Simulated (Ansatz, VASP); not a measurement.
One calculation of InAs, two programs

```
In As
1.0
     0.00000    3.01800    3.01800
     3.01800    0.00000    3.01800
     3.01800    3.01800    0.00000
In As
1 1
Direct
  0.00000 0.00000 0.00000
  0.75000 0.75000 0.75000
```

Alike in both runs: task relaxation of cell and atoms; functional PBE; k mesh 8 × 8 × 8; occupations fermi-dirac, width 0.05 eV; no spin polarisation.

|  | VASP | Ansatz |
| --- | --- | --- |
| version | VASP 6.6.1 | Ansatz 0.2.0 |
| potentials or method | VASP PAW PBE potentials, release 64 (In, As) | Ansatz PAW |
| plane-wave cutoff (eV) | 580 | 420 |
| valence electrons in the cell | 8 | 28 |

```csv
,VASP,Ansatz,Ansatz less VASP
relaxed volume (Å³/atom),29.95,29.60,-0.346
relaxed cell length with the largest relative difference (Å),4.392,4.375,-0.0170
energy change over the relaxation (meV/atom),-37,-26,+10.7
```

The two sets of potentials don't hold the same shells in valence.

Caveats: the plane-wave basis is chosen anew once the cell has moved, so the energies of steps on either side of that aren't comparable (Ansatz). Zero-point motion and thermal expansion aren't in these numbers. PBE usually gives volumes a little too large and moduli too small.
